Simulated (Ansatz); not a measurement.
**CHF3 (trifluoromethane) at 6 levels**

Wanted: a comparison of 6 runs (UPBE0/STO-3G, r2SCAN0/STO-3G, revPBE/STO-3G, UMP2/STO-3G, CCSDT(Q)/STO-3G, CCSD/STO-3G) of CHF3 (trifluoromethane). 

The calculation is run with Ansatz 0.2.0.

40 further runs of the same task are left out: 6 that didn't finish, 34 set aside as unsound or not needed.

### 1 The system as given

The species is CHF3 (5 atoms), meant as a singlet with charge 0. SMILES: `FC(F)F`. The C2–F1 distance was set to 3.328 Å, away from the relaxed value. At this shape a bond of the SMILES string is far longer than usual.

Bond lengths: C2–F3 1.331 Å, C2–F4 1.331 Å, C2–H5 1.093 Å. Angles: F3–C2–F4 108.5°, F3–C2–H5 110.4°, F4–C2–H5 110.4°.

### 2 A single-point energy at UPBE0/STO-3G (run 1)

File job.yaml:

```yaml
crystal:
  periodic: [false, false, false]
  atoms:
    - {symbol: F, position_ang: [-1.700850, -0.908776, 2.687707]}
    - {symbol: C, position_ang: [0.019500, 0.056360, 0.006820]}
    - {symbol: F, position_ang: [1.047350, -0.773770, -0.157470]}
    - {symbol: F, position_ang: [-0.772570, -0.035090, -1.059420]}
    - {symbol: H, position_ang: [0.374370, 1.082210, 0.130870]}
basis:
  gaussian:
    orbitals: STO-3G
magnetization:
  spin_polarized: true
hamiltonian:
  xc: pbe0
accuracy: high
```

Launch:

```sh
$ ansatz run job.yaml --threads 1 --pin off --max-ram 3480MiB --events-out events.jsonl --progress --plain --runs-dir runs
```

Log:

```text
Warning: RAYON_NUM_THREADS=1 ignored (pool sized by the plan → 1); use --threads N
Functional definition: PBE0
  name "PBE0"
  parameter a = 0.25
  parameter kappa = 0.804
  parameter beta = 0.06672455060314922
  exchange = (1 - a)*pbe_x(kappa = kappa, mu = beta*pi^2/3) + a*exact_x
  correlation = pbe_c(beta = beta)
353 factors; integrals over basis functions are off by at most 4.2e-8 eV
mean field evaluation 1: about -9045.9852 eV, gradient 1.6e1 eV
mean field evaluation 2: about -8623.3773 eV, gradient 4.5e1 eV
mean field evaluation 4: about -9047.7774 eV, gradient 1.1e1 eV
mean field evaluation 8: about -9048.5643 eV, gradient 1.3e1 eV
mean field evaluation 16: about -9059.8868 eV, gradient 4.6e-1 eV
mean field evaluation 32: about -9059.8945 eV, gradient 2.7e-6 eV
mean field evaluation 64: about -9059.8890 eV, gradient 1.0e-1 eV
mean field -9059.89453125 eV, -332.9449830065 hartree, gradient 8.2e-8 eV, S^2 0.997708; 6 other end points of the search recorded, 0 dependent functions left out
reference -9059.89453214 eV, -332.9449830390 hartree; 17, 17 occupied and 4, 4 virtual orbitals, 353 factors
Total energy: -9059.89453214 eV, -332.9449830390 hartree
```

It took 7.2 s on 1 thread of Arm Neoverse V2, shared host; peak memory 0.13 GiB.

### 3 A single-point energy at r2SCAN0/STO-3G (run 2)

job.yaml: that of step 2 with these lines changed.

```diff
@@ -9,8 +9,4 @@
 basis:
-  gaussian:
-    orbitals: STO-3G
-magnetization:
-  spin_polarized: true
-hamiltonian:
-  xc: pbe0
+  gaussian: {orbitals: STO-3G}
+hamiltonian: {xc: {name: r2SCAN0}}
 accuracy: high
```

Launch:

```sh
$ ansatz run job.yaml --threads 1 --pin off --max-ram 3480MiB --events-out events.jsonl --progress --plain --runs-dir runs
```

Log:

```text
Warning: RAYON_NUM_THREADS=1 ignored (pool sized by the plan → 1); use --threads N
Functional definition: r2SCAN0
  name "r2SCAN0"
  parameter a = 0.25
  parameter k0 = 0.174
  parameter k1 = 0.065
  parameter a1 = 4.9479
  exchange = (1 - a)*r2scan_x(k0 = k0, k1 = k1, a1 = a1) + a*exact_x
  correlation = r2scan_c
353 factors; integrals over basis functions are off by at most 4.2e-8 eV
mean field evaluation 1: about -9050.6288 eV, gradient 2.3e1 eV
mean field evaluation 2: about -8628.5645 eV, gradient 6.2e1 eV
mean field evaluation 4: about -9052.0893 eV, gradient 1.3e1 eV
mean field evaluation 8: about -9057.9188 eV, gradient 2.1e1 eV
mean field evaluation 16: about -9061.6166 eV, gradient 2.3e-8 eV
mean field evaluation 32: about -9057.2189 eV, gradient 2.7e1 eV
mean field -9061.61662283 eV, -333.0082687047 hartree, gradient 1.3e-8 eV, S^2 0.000000; 4 other end points of the search recorded, 0 dependent functions left out
reference -9061.61662300 eV, -333.0082687108 hartree; 17, 17 occupied and 4, 4 virtual orbitals, 353 factors
Total energy: -9061.61662300 eV, -333.0082687108 hartree
```

Run time: 4.2 s. Hardware: 1 thread of Arm Neoverse V2, shared host; peak memory 0.14 GiB.

Run 3 isn't shown in full; the table further down has it.

### 4 The energy at UMP2/STO-3G (run 4)

File input.yaml:

```yaml
crystal:
  periodic: [false, false, false]
  atoms:
    - {symbol: F, position_ang: [-1.700850, -0.908776, 2.687707]}
    - {symbol: C, position_ang: [0.019500, 0.056360, 0.006820]}
    - {symbol: F, position_ang: [1.047350, -0.773770, -0.157470]}
    - {symbol: F, position_ang: [-0.772570, -0.035090, -1.059420]}
    - {symbol: H, position_ang: [0.374370, 1.082210, 0.130870]}
basis:
  gaussian: {orbitals: STO-3G}
correlation: {method: mp2, frozen_orbitals: {C: 1, F: 1, H: 0}}
magnetization: {spin_polarized: true}
accuracy: high
```

Launch:

```sh
$ ansatz run input.yaml --threads 1 --pin off --max-ram 3480MiB --events-out events.jsonl --progress --plain --runs-dir runs
```

Log (excerpt; [...] marks lines left out):

```text
Warning: RAYON_NUM_THREADS=1 ignored (pool sized by the plan → 1); use --threads N
Functional definition: HF
  name "HF"
[...]
353 factors; integrals over basis functions are off by at most 4.2e-8 eV
[...]
mean field -9033.77625875 eV, -331.9851541956 hartree, gradient 2.9e-8 eV, S^2 1.004512; 13 other end points of the search recorded, 0 dependent functions left out
4 core orbitals not correlated: weight in the atoms' cores, before any rotation towards them, 1.000 or more for the frozen orbitals, at most 0.000 for the correlated occupied ones
reference -9033.77625875 eV, -331.9851541956 hartree; 13, 13 occupied and 4, 4 virtual orbitals, 353 factors
second order -1.98683428 eV of doubles, -0.00000000 eV of singles
Total energy: -9035.76309304 eV, -332.0581690088 hartree
```

Run time: 0.92 s. Hardware: 1 thread of Arm Neoverse V2, shared host.

Run 5 isn't shown in full; the table further down has it.

### 5 A single-point energy at CCSD/STO-3G (run 6)

File molecule.yaml:

```yaml
crystal:
  periodic: [false, false, false]
  atoms:
    - symbol: F
      position_ang: [-1.700850, -0.908776, 2.687707]
    - symbol: C
      position_ang: [0.019500, 0.056360, 0.006820]
    - symbol: F
      position_ang: [1.047350, -0.773770, -0.157470]
    - symbol: F
      position_ang: [-0.772570, -0.035090, -1.059420]
    - symbol: H
      position_ang: [0.374370, 1.082210, 0.130870]
basis:
  gaussian:
    orbitals: STO-3G
correlation:
  method: ccsd
  frozen_orbitals: {C: 1, F: 1, H: 0}
accuracy: high
scf:
  omitted_lower_state_checks: [cluster_reference, increment]
```

Launch:

```sh
$ ansatz run molecule.yaml --threads 1 --pin off --max-ram 3480MiB --events-out events.jsonl --progress --plain --runs-dir runs
```

Log:

```text
Warning: RAYON_NUM_THREADS=1 ignored (pool sized by the plan → 1); use --threads N
[... 13 lines left out ...]
4 core orbitals not correlated: weight in the atoms' cores, before any rotation towards them, 1.000 or more for the frozen orbitals, at most 0.000 for the correlated occupied ones
[... 51 lines left out ...]
WARN: these amplitudes may be one of several solutions (largest doubles amplitude 0.92, level shift 19.64 eV)
Total energy: -9035.95909094 eV, -332.0653717990 hartree
Checks for a lower state left out: cluster_reference, increment
```

Run time: 0.3 s. Hardware: 1 thread of Arm Neoverse V2, shared host.

### 6 Overview of the runs

```
run            level  frozen core orbitals  energy (Eh)  wall time
  1     UPBE0/STO-3G                     –  -332.944983      7.2 s
  2   r2SCAN0/STO-3G                     –  -333.008269      4.2 s
  3    revPBE/STO-3G                     –  -333.086485      1.1 s
  4      UMP2/STO-3G                     4  -332.058169     0.92 s
  5  CCSDT(Q)/STO-3G                     4  -332.085821      1.2 s
  6      CCSD/STO-3G                     4  -332.065372      0.3 s
```

### 7 Results

| quantity | value |
| --- | --- |
| run 6: total energy | -332.06537 Eh |
| run 6: correlation energy (4 core orbitals frozen) | -376.9 mEh |
| run 6: T1 diagnostic | 0.025 |

What this shows: Totals of different functionals can't be ranked against each other. In runs 5, 6 the log says that unrestricted orbitals would lower the reference, so the values rest on an unstable closed-shell determinant (other closed-shell runs at this shape may share the fault). In runs 1, 2, 3, 4, 5, 6 the basis is minimal, so the values are rough. In runs 2, 3, 6 a closed-shell determinant meets a far-stretched bond, which it describes badly. Spin contamination of the reference: run 4 ⟨S²⟩ = 1.00, run 1 ⟨S²⟩ = 1.00. Where it is this large, the reference is a mixture of spin states, and values that rest on it are in doubt. All runs together took 15 s, the longest 7.2 s.
